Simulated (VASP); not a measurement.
**WS2 under changes of volume**

One of the cells (18.099 Å³/atom); the others are scaled copies at fixed shape and fractional positions:

```
W S
1.0
     1.58946    0.91767    6.20415
    -1.58946    0.91767    6.20415
     0.00000   -1.83535    6.20415
W S
1 2
Direct
  0.00000 0.00000 0.00000
  0.58100 0.58100 0.58100
  0.75030 0.75030 0.75030
```

Measurements of this composition are mostly on another form, of space group No. 194.

| Quantity | Value |
| --- | --- |
| Program | VASP 6.6.1 |
| Functional | PBEsol |
| Potentials or basis | VASP PAW PBE potentials, release 64 (W_sv, S) |
| Cutoff | 520 eV |
| k mesh | 10 × 10 × 10 |
| Occupations | fermi-dirac, width 0.05 eV |
| Spin | no spin polarisation |

```tsv
volume (Å³/atom)	energy over the lowest point (meV/atom)	pressure (GPa)	gap on the mesh (eV)	largest force (eV/Å)
16.679	?	?	?	?
17.034	11.17	7.0	0.99	1.051
17.389	0.00	3.0	1.01	0.636
18.099	1.66	-3.7	1.05	0.678
18.454	12.88	-6.5	1.07	0.982
18.809	30.10	-9.1	1.08	1.263
```

What does the run at 16.679 Å³/atom give?

Energy over the lowest point 31.56 meV/atom; pressure 11.4 GPa; gap on the mesh 0.96 eV; largest force 1.499 eV/Å.

Worked out: A Birch-Murnaghan fit of order 3 (a polynomial in V^(-2/3)) to the other rows has its minimum at 17.70 Å³/atom with B0 = V·E''(V) = 169 GPa and B' = 4.4 at fixed shape and positions, which overstates the stiffness. It gives 31.57 meV/atom at 16.679 Å³/atom, against the run's 31.56, and -dE/dV = 11.4 GPa, against 11.4. A straight line through the other rows of the gap, of slope 0.938 eV per unit of ln V, extrapolates to 0.97 eV, against the run's 0.96.

Energies are extrapolated to zero smearing.

Caveats: the PAW data sets were made with another functional, which shifts forces and pressure a little; spin-orbit coupling is left out, which moves the levels of the heavy elements.

A mesh can miss the band edges.
